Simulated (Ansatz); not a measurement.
Input for Ansatz (plane-wave DFT), Tl:

```yaml
crystal:
  lattice:
    - [3.4559983565, 0.0, 0.0]
    - [-1.7279991783, 2.9929823722, 0.0]
    - [0.0, 0.0, 5.525]
  atoms:
    - { symbol: Tl, position: [0.3333333333, 0.6666666667, 0.25] }
    - { symbol: Tl, position: [0.6666666667, 0.3333333333, 0.75] }
basis:
  ecutwfc: 330
kpoints:
  mp_grid: { grid: [6, 6, 4] }
hamiltonian:
  xc: pw92
scf:
  occupations: { method: cold, width: 0.06 }
  eigensolver: { kind: davidson, full_accuracy: true }
  max_iter: 63
output:
  forces: true
  stress: true
  eigenvalues: true
```

Command:

```bash
ansatz run input.yaml --threads 1 --pin off --max-ram 1331MiB --backend cpu --events-out ev --progress --plain --runs-dir out
```

From the log (HF is the Harris–Foulkes energy, dr2 the density residual in eV):

```text
Warning: basis.ecutwfc = 330 eV is below the records' recommended 420 eV, and the density's cutoff is lower with it unless basis.ecutrho_ratio is high enough to keep the records' density cutoff: compare with a run at a higher cutoff
Pseudopotential: Tl, paw, valence charge 13, recommended cutoff 420 eV (normal)
Crystal: 2 atoms, lattice volume = 57.149 Å³
Basis set: ecut = 330 eV, 773 PW (Γ)
Bands: 17, of which v1, the nominal top of the filled ones, is band 13 counted from 1 (12 counted from 0)
Symmetry: 24 space group operations
Space group: P63/mmc (ITA 194), of the structure as read, at distance tolerance 3.9e-5 Å
k-points: 21 of 144
PAW frozen core: Tl, regenerated for the run's functional, and the local potential with it (the file was generated under x = pbe(κ = 0.804, μ = 0.2195), c = pbe(β = 0.0667))
Initial density: superposition of atomic densities, corrected by the library's trained network
SCF iter   1: HF=-22293.128292 eV  Δρ=5.11e-3  dr2=1.29e-2  reapply=21
SCF iter   2: HF=-22293.123134 eV  S|Δr|=    0.00e0  Δρ=1.69e-3  dr2=1.46e-3
SCF iter   3: HF=-22293.122551 eV  S|Δr|=    0.00e0  Δρ=2.48e-4  dr2=5.17e-5
SCF iter   4: HF=-22293.122539 eV  S|Δr|=    0.00e0  Δρ=3.45e-5  dr2=8.63e-7
SCF iter   5: F=-22293.122539 eV  HF=-22293.122539 eV  S|Δr|=    0.00e0  Δρ=7.36e-6  dr2=2.73e-8
SCF 1 converged in 5 iterations: F = -22293.122539 eV  dr2 = 2.73e-8
  Residual-converged pass: ⟨swp⟩=1.1  max |occ|·‖R‖ = 6.0e-6 eV (tolerance 6.7e-6 eV) dr2=2.73e-8  dr2_onsite=8.13e-9  max |Δocc| = 5.6e-13
SCF converged after 5 iterations
Stability not checked: this state was not tested for a lower state beside it, because cold or Methfessel-Paxton smearing, or corrected tetrahedra, fill the levels in a way that the test cannot read (fill_not_monotonic; see scf.lower_state_search)
Free energy (F): -22293.122539 eV
E sigma→0 (E₀):  -22293.122496 eV
Entropy (-TS):   -0.000129 eV (-0.065 meV/atom)
Fermi energy:    10.062013 eV
--- Forces (eV/Å), atoms counted from 1 ---
  atom   1  Tl    -0.00000000     0.00000000     0.00000000
  atom   2  Tl     0.00000000    -0.00000000     0.00000000
--- Stress (GPa, compression-positive) ---
       -2.938064      -0.000000       0.000000
       -0.000000      -2.938064       0.000000
        0.000000       0.000000       0.491578
  P = ⅓ Tr σ = -1.7949 GPa (-17.949 kbar)
```

Settings here are deliberately varied, not converged.